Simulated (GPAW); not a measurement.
# 1 ML Co on Mo(110), 1 substrate layers: cost and accuracy of the k mesh, part 2 of 2

Aim: see how far moments and order energies of 1 ML Co on Mo(110), 1 substrate layers move with the k mesh, and what each rung costs.

GPAW 26.7.0; PBE; plane waves with GPAW's PAW setups, scalar-relativistic.

So far, largest spin moment in the augmentation sphere (μB): step 2 (rung 1 (mesh 4×4×1), start ferro +) 1.70; step 4 (rung 2 (mesh 6×6×1), start ferro +) 1.68; step 5 (rung 2 (mesh 3×6×1), start antiferro q=(1/2,1/2,0) +-) 1.45; step 6 (rung 3 (mesh 8×8×1), start ferro +) 1.74; step 7 (rung 3 (mesh 4×8×1), start antiferro q=(1/2,1/2,0) +-) 1.47.

**8. Rung 4 (mesh 10×10×1), start ferro +**

Contents of order1.py:

```python
import json
import numpy as np
from ase import Atoms
from ase.parallel import paropen, parprint
from gpaw import GPAW

atoms = Atoms(['Mo', 'Co'],
    cell=[[1.573415, -2.225145, 0.0],
         [1.573415, 2.225145, 0.0],
         [0.0, 0.0, 16.085698]],
    scaled_positions=[[0.0, 0.0, 0.435169],
         [0.5, 0.5, 0.564831]],
    pbc=True,
    magmoms=[0.0, 2.0])
atoms.calc = GPAW(mode={'name': 'pw', 'ecut': 550},
    xc='PBE',
    kpts={'size': (10, 10, 1), 'gamma': True},
    occupations={'name': 'fermi-dirac', 'width': 0.1},
    convergence={'density': 1e-05, 'energy': 1e-05},
    maxiter=200,
    symmetry={'tolerance': 1e-4},
    txt='order1.txt')
e = atoms.get_potential_energy(force_consistent=True)
res = {'free_energy': e, 'energy_sigma0': atoms.get_potential_energy(), 'fermi_energy': atoms.calc.get_fermi_level()}
res['moments'] = atoms.get_magnetic_moments().tolist()
res['total'] = atoms.get_magnetic_moment()
parprint('site moments (muB):', np.round(res['moments'], 3))
parprint(f"total moment: {res['total']:.3f} muB")
parprint(f'free energy: {e:.6f} eV')
atoms.calc.write('order1.gpw')
with paropen('results.json', 'w') as f:
    json.dump(res, f)
```

Command:

```sh
$ OMP_NUM_THREADS=1 mpirun -n 2 gpaw python order1.py > order1.log
```

Numbers of over 12 decimals in the logs are rounded to 6 here.

The program printed:

```text
site moments (muB): [-0.004  1.728]
total moment: 1.719 muB
free energy: -16.875058 eV

--- order1.txt ---
Input parameters:
  mode=PW(ecut=550),
  convergence={'density': 1e-05, 'energy': 1e-05},
  kpts=MonkhorstPack(size=(10, 10, 1), gamma=True),
  maxiter=200,
  occupations=Occupations(name='fermi-dirac', width=0.1),
  symmetry=Symmetry(tolerance=0.0001),
  xc=XC(name='PBE')

Diagonalizing LCAO Hamiltonian
[...]
|          6 |        -3.394 |     1.000 |        -2.768 |     1.000 |
|          7 |        -2.661 |     1.000 |        -1.609 |     1.000 |
[...]
|         15 |         1.446 |     0.000 |         1.537 |     0.000 |
|         16 |         1.712 |     0.000 |         1.737 |     0.000 |
|         17 |         3.908 |     0.000 |         3.891 |     0.000 |
|         18 |         4.165 |     0.000 |         4.240 |     0.000 |

No gap
No difference between direct/indirect transitions

[key lines of the parts left out:]
Free energy:     -16.875058
Converged in 20 steps
dipole moment: (-11.748889, -0.000000, 0.045398)  # |e|*Ang
Fermi level: -0.528
```

Wall time 39 s (2 MPI ranks of Arm Neoverse V2, shared host); peak memory 0.49 GiB.

This step gave:

```
magnetization  : 1.719 μB
final state    : ferromagnetic
largest moment : 1.728 μB
```

The largest moment moves by -0.01 μB from rung 3, at 1.3 times its CPU time.

**9. Rung 4 (mesh 5×10×1), start antiferro q=(1/2,1/2,0) +-**

Contents of order2.py:

```python
import json
import numpy as np
from ase import Atoms
from ase.parallel import paropen, parprint
from gpaw import GPAW

atoms = Atoms(['Mo', 'Mo', 'Co', 'Co'],
    cell=[[3.14683, -4.45029, 0.0],
         [3.14683, 0.0, 0.0],
         [0.0, 0.0, 16.085698]],
    scaled_positions=[[0.0, 0.0, 0.435169],
         [0.5, 0.0, 0.435169],
         [0.0, 0.5, 0.564831],
         [0.5, 0.5, 0.564831]],
    pbc=True,
    magmoms=[0.0, 0.0, 2.0, -2.0])
atoms.calc = GPAW(mode={'name': 'pw', 'ecut': 550},
    xc='PBE',
    kpts={'size': (5, 10, 1), 'gamma': True},
    occupations={'name': 'fermi-dirac', 'width': 0.1},
    convergence={'density': 1e-05, 'energy': 1e-05},
    maxiter=200,
    symmetry={'tolerance': 1e-4},
    txt='order2.txt')
e = atoms.get_potential_energy(force_consistent=True)
res = {'free_energy': e, 'energy_sigma0': atoms.get_potential_energy(), 'fermi_energy': atoms.calc.get_fermi_level()}
res['moments'] = atoms.get_magnetic_moments().tolist()
res['total'] = atoms.get_magnetic_moment()
parprint('site moments (muB):', np.round(res['moments'], 3))
parprint(f"total moment: {res['total']:.3f} muB")
parprint(f'free energy: {e:.6f} eV')
atoms.calc.write('order2.gpw')
with paropen('results.json', 'w') as f:
    json.dump(res, f)
```

Command:

```sh
$ OMP_NUM_THREADS=1 mpirun -n 2 gpaw python order2.py > order2.log
```

The program printed:

```text
site moments (muB): [ 0.012 -0.012  1.449 -1.449]
total moment: 0.000 muB
free energy: -33.468693 eV

--- order2.txt ---
Input parameters:
  mode=PW(ecut=550),
  convergence={'density': 1e-05, 'energy': 1e-05},
  kpts=MonkhorstPack(size=(5, 10, 1), gamma=True),
  maxiter=200,
  occupations=Occupations(name='fermi-dirac', width=0.1),
  symmetry=Symmetry(tolerance=0.0001),
  xc=XC(name='PBE')

[...]
|         17 |        -1.872 |     1.000 |        -1.872 |     1.000 |
[...]
|         27 |         1.064 |     0.000 |         1.064 |     0.000 |
|         28 |         1.482 |     0.000 |         1.482 |     0.000 |
|         29 |         1.700 |     0.000 |         1.700 |     0.000 |
|        ... |               |           |               |           |
|         31 |         4.009 |     0.000 |         4.009 |     0.000 |

No gap
No difference between direct/indirect transitions

[key lines of the parts left out:]
Free energy:     -33.468693
Converged in 26 steps
dipole moment: (-43.688522, 28.547806, 0.093010)  # |e|*Ang
Fermi level: -0.603
```

The job ended after 3.5 min (2 MPI ranks; peak memory 0.79 GiB).

Numbers from this step:

```
magnetization  : 0 μB
final state    : antiferromagnetic
largest moment : 1.449 μB
```

This start lies +140.7 meV a seeded atom from the first, a change of -1.2 meV since rung 3; its largest moment is 1.45 μB.

**10. Rung 5 (mesh 14×14×1), start ferro +**

order1.py is the script of step 8 with these lines changed:

```diff
@@ -16,3 +16,3 @@
     xc='PBE',
-    kpts={'size': (10, 10, 1), 'gamma': True},
+    kpts={'size': (14, 14, 1), 'gamma': True},
     occupations={'name': 'fermi-dirac', 'width': 0.1},
```

Command:

```sh
$ OMP_NUM_THREADS=1 mpirun -n 2 gpaw python order1.py > order1.log
```

The program printed:

```text
site moments (muB): [-0.007  1.729]
total moment: 1.714 muB
free energy: -16.874059 eV

--- order1.txt ---
Input parameters:
  mode=PW(ecut=550),
  convergence={'density': 1e-05, 'energy': 1e-05},
  kpts=MonkhorstPack(size=(14, 14, 1), gamma=True),
  maxiter=200,
  occupations=Occupations(name='fermi-dirac', width=0.1),
  symmetry=Symmetry(tolerance=0.0001),
  xc=XC(name='PBE')

Diagonalizing LCAO Hamiltonian
[...]
|          6 |        -3.405 |     1.000 |        -2.768 |     1.000 |
|          7 |        -2.665 |     1.000 |        -1.610 |     1.000 |
[...]
|         15 |         1.442 |     0.000 |         1.533 |     0.000 |
|         16 |         1.714 |     0.000 |         1.734 |     0.000 |
|         17 |         3.909 |     0.000 |         3.893 |     0.000 |
|         18 |         4.166 |     0.000 |         4.240 |     0.000 |

No gap
No difference between direct/indirect transitions

[key lines of the parts left out:]
Free energy:     -16.874059
Converged in 21 steps
dipole moment: (-11.749414, 0.000000, 0.045232)  # |e|*Ang
Fermi level: -0.531
```

The job ended after 76 s (2 MPI ranks; peak memory 0.56 GiB; 2.5 min of CPU time).

This step gave:

```
magnetization  : 1.714 μB
final state    : ferromagnetic
largest moment : 1.729 μB
```

The largest moment is that of rung 4, at 1.9 times its CPU time.

**11. Rung 5 (mesh 7×14×1), start antiferro q=(1/2,1/2,0) +-**

order2.py is the script of step 9 with these lines changed:

```diff
@@ -18,3 +18,3 @@
     xc='PBE',
-    kpts={'size': (5, 10, 1), 'gamma': True},
+    kpts={'size': (7, 14, 1), 'gamma': True},
     occupations={'name': 'fermi-dirac', 'width': 0.1},
```

Command:

```sh
$ OMP_NUM_THREADS=1 mpirun -n 2 gpaw python order2.py > order2.log
```

The program printed:

```text
site moments (muB): [ 0.006 -0.006  1.454 -1.454]
total moment: -0.000 muB
free energy: -33.469953 eV

--- order2.txt ---
Input parameters:
  mode=PW(ecut=550),
  convergence={'density': 1e-05, 'energy': 1e-05},
  kpts=MonkhorstPack(size=(7, 14, 1), gamma=True),
  maxiter=200,
  occupations=Occupations(name='fermi-dirac', width=0.1),
  symmetry=Symmetry(tolerance=0.0001),
  xc=XC(name='PBE')

[...]
|         17 |        -1.883 |     1.000 |        -1.883 |     1.000 |
[...]
|         27 |         1.068 |     0.000 |         1.068 |     0.000 |
|         28 |         1.483 |     0.000 |         1.483 |     0.000 |
|         29 |         1.704 |     0.000 |         1.704 |     0.000 |
|        ... |               |           |               |           |
|         31 |         4.013 |     0.000 |         4.013 |     0.000 |

No gap
No difference between direct/indirect transitions

[key lines of the parts left out:]
Free energy:     -33.469953
Converged in 26 steps
dipole moment: (-43.690716, 28.549171, 0.091755)  # |e|*Ang
Fermi level: -0.603
```

Elapsed: 6.5 min, on 2 MPI ranks; peak memory 0.98 GiB; 13 min of CPU time.

Numbers from this step:

```
magnetization  : 0 μB
final state    : antiferromagnetic
largest moment : 1.454 μB
```

This start lies +139.1 meV a seeded atom from the first, a change of -1.6 meV since rung 4; its largest moment is 1.45 μB.

**12. Another try**

An input with a fault is tried, to see how the program answers.

Contents of run.py:

```python
import json
import numpy as np
from ase import Atoms
from ase.parallel import paropen, parprint
from gpaw import GPAW

atoms = Atoms(['Mo', 'Co'],
    cell=[[1.573415, -2.225145, 0.0],
         [1.573415, 2.225145, 0.0],
         [0.0, 0.0, 16.085698]],
    scaled_positions=[[0.0, 0.0, 0.435169],
         [0.5, 0.5, 0.564831]],
    pbc=True,
    magmoms=[0.0, 2.0])
atoms.calc = GPAW(mode={'name': 'pw', 'ecut': 550},
    xc='PBE',
    kpts={'size': (14, 14, 1), 'gamma': True},
    occupation={'name': 'fermi-dirac', 'width': 0.1},
    convergence={'density': 1e-05, 'energy': 1e-05},
    maxiter=100,
    symmetry={'tolerance': 1e-4},
    txt='run.txt')
e = atoms.get_potential_energy(force_consistent=True)
res = {'free_energy': e, 'energy_sigma0': atoms.get_potential_energy(), 'fermi_energy': atoms.calc.get_fermi_level()}
res['moments'] = atoms.get_magnetic_moments().tolist()
res['total'] = atoms.get_magnetic_moment()
parprint('site moments (muB):', np.round(res['moments'], 3))
parprint(f"total moment: {res['total']:.3f} muB")
parprint(f'free energy: {e:.6f} eV')
atoms.calc.write('run.gpw')
with paropen('results.json', 'w') as f:
    json.dump(res, f)
```

Command:

```sh
$ OMP_NUM_THREADS=1 mpirun -n 2 gpaw python run.py > run.log
```

The program printed:

```text
TypeError: GPAW() got an unexpected keyword argument 'occupation'
```

Run time: 11 s. Hardware: 2 MPI ranks; peak memory 0.26 GiB.

The input was rejected at the start.

The program's message: “TypeError: GPAW() got an unexpected keyword argument 'occupation'”

A key was misspelt on purpose.

The name must match the manual letter for letter.

**13. Side by side**

Ladder, by row:

```tsv
rung	mesh	state from the first start	state from the second start	second less first (meV a seeded atom)	moment, first (μB)	moment, second (μB)	CPU time (s)
1	4x4x1	ferromagnetic	antiferromagnetic	96.6	1.698	1.466	148
2	6x6x1	ferromagnetic	antiferromagnetic	120.4	1.677	1.449	213.4
3	8x8x1	ferromagnetic	antiferromagnetic	141.9	1.735	1.474	463.1
4	10x10x1	ferromagnetic	antiferromagnetic	140.7	1.728	1.449	493.5
5	14x14x1	ferromagnetic	antiferromagnetic	139.1	1.729	1.454	934.5
```

**14. Outcome**

```
range of the moment in the table, first start             : 1.68 to 1.74 μB
range of CPU time                                         : 2.5 min to 16 min
range of the energy difference                            : 96.6 to 142 meV a seeded atom
first rung from which all stay within 7.0 meV of the last : 3
```

From rung 3 on the result stays within 2.8 meV of the last rung, inside the margin of 7.0 meV set for it, at 50 % of the last rung's cost. The first start ends lower on every rung of the table; whether functional and cell give the true order is another question.

[Logs and program files are shortened in this print: banners, set-up blocks, solver, clock and traceback lines can be left out without a mark of their own.]

[Logs are printed without paths, hosts, clocks, repeated set-up lines and the standing remarks that a program may print on its own settings, such as how far it seeks lower states.]

[Hosts, paths, dates, database ids (printed as entryN), source tags and the programs' standing remarks are cut or masked in the printed files.]

[Where a cell is said to come from a database of computed structures, the database is the Materials Project.]
